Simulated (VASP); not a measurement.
A run of VASP 6.6.1:

INCAR

```
ALGO = Normal ; EDIFF = 1E-6
ENCUT = 520 ; ISIF = 2
ISMEAR = -5 ; LASPH = T
LCHARG = F ; LMIXTAU = T
LORBIT = 10 ; LREAL = F
LWAVE = F ; METAGGA = R2SCAN
NBANDS = 17 ; NEDOS = 1001
NELM = 60 ; PREC = Accurate
SIGMA = 0.05
```

The input KPOINTS:

```
k-points
0
Gamma
  6 6 6
```

Contents of POSCAR:

```
TlBr
1.0
    3.9963496088      0.0000000000      0.0000000000
    0.0000000000      3.9963496088      0.0000000000
    0.0000000000      0.0000000000      3.9963496088
Tl Br
1 1
Direct
    0.0000000000      0.0000000000      0.0000000000
    0.5000000000      0.5000000000      0.5000000000
```

Potentials or basis: VASP PAW PBE potentials, release 64 (Tl_d, Br).

The run is started by

```console
$ cat potpaw_PBE.64/Tl_d/POTCAR potpaw_PBE.64/Br/POTCAR > POTCAR
$ mpirun -np 1 vasp_std > vasp.out
```

Hardware: 1 thread of Intel(R) Xeon(R) 6975P-C (Granite Rapids), with other jobs on the host.

Task: How long does it take, and how much memory?

Result: Run time: 84 s on 1 thread of Intel(R) Xeon(R) 6975P-C (Granite Rapids), on a shared host, peak memory 0.18 GiB. Counts: scf iterations 22, k points 20.
